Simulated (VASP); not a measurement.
The system is BaS.

```
Ba S
1.0
     0.00000    3.19375    3.19375
     3.19375    0.00000    3.19375
     3.19375    3.19375    0.00000
Ba S
1 1
Cartesian
  0.0000 0.0000 0.0000
  3.1938 3.1938 3.1938
```

| Property | Result |
| --- | --- |
| Program | VASP 6.6.1 |
| Task | relaxation of cell and atoms |
| Functional | BLYP |
| Potentials or basis | VASP PAW PBE potentials, release 64 (Ba_sv, S) |
| Cutoff | 600 eV |
| k mesh | 7 × 7 × 7 |
| Occupations | fermi-dirac, width 0.05 eV |
| Spin | no spin polarisation |

At the start: pressure 3.7 GPa; volume 32.58 Å³/atom.

Problem. Where does the relaxation end?

Solution. Over 3 steps the energy falls by 29.8 meV/atom and the volume is 35.35 Å³/atom (+8.5 %); space group Fm-3m (No. 225, to 0.05 Å).

Step by step:
```csv
step,energy change (eV),largest force (eV/Å),pressure (GPa),volume (Å³)
1,0.0000,0.0000,3.69,65.15
2,-0.0545,0.0000,-0.88,72.48
3,-0.0595,0.0000,0.01,70.70
```

Final structure:
```
Ba S
1.0
     0.00000    3.28186    3.28186
     3.28186    0.00000    3.28186
     3.28186    3.28186    0.00000
Ba S
1 1
Direct
  0.00000 0.00000 0.00000
  0.50000 0.50000 0.50000
```

Caveat: the PAW data sets were made with another functional, which shifts forces and pressure a little.
